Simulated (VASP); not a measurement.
# InAs: relaxation of cell and atoms with PBEsol

The system is InAs.

```xyz
2
Lattice="0.0000 3.0455 3.0455 3.0455 0.0000 3.0455 3.0455 3.0455 0.0000" Properties=species:S:1:pos:R:3 pbc="T T T"
In    0.0000    0.0000    0.0000
As    1.5227    1.5227    1.5227
```

The cell was built by a generator and needn't be a form met in nature.

- Program: VASP 6.6.1
- Task: relaxation of cell and atoms
- Functional: PBEsol
- Potentials or basis: VASP PAW PBE potentials, release 64 (In_d, As)
- Cutoff: 600 eV
- k mesh: 10 × 10 × 10
- Occupations: gaussian, width 0.03 eV
- Spin: no spin polarisation
- Further INCAR settings: ALGO = Normal; EDIFF = 1e-07; IBRION = 2; EDIFFG = -0.005; NSW = 90; ISIF = 3

The pressure after relaxing is 0.0 GPa and the band gap on the k mesh is none (metal or under the smearing width).

Final structure:
```
CELL_PARAMETERS angstrom
0.00000 3.04545 3.04545
3.04545 0.00000 3.04545
3.04545 3.04545 0.00000
ATOMIC_POSITIONS crystal
In 0.00000 0.00000 0.00000
As 0.25000 0.25000 0.25000
```

Levels at points of the mesh, in eV from the Fermi level:
| k point | band 5 | band 6 | band 7 | band 8 | band 9 | band 10 | band 11 | band 12 | band 13 |
| --- | --- | --- | --- | --- | --- | --- | --- | --- | --- |
| (0.00, 0.00, 0.00) | -14.18 | -11.76 | -0.40 | -0.01 | -0.01 | -0.01 | 3.84 | 3.84 | 3.84 |
| (0.50, 0.00, 0.00) | -14.17 | -10.34 | -5.71 | -0.97 | -0.97 | 0.82 | 4.60 | 4.60 | 6.68 |
| (0.50, 0.50, 0.00) | -14.16 | -9.82 | -5.80 | -2.28 | -2.28 | 1.47 | 1.97 | 8.93 | 9.06 |

Run time: 17 s on 1 thread of Intel(R) Xeon(R) 6975P-C (Granite Rapids) (shared host), peak memory 0.23 GiB.

Caveat: the relaxation stopped at its first step, so nothing moved; the PAW data sets were made with another functional, which shifts forces and pressure a little; this crystal is a semiconductor, whose small gap the functional closes, so the metal is an error of the method.
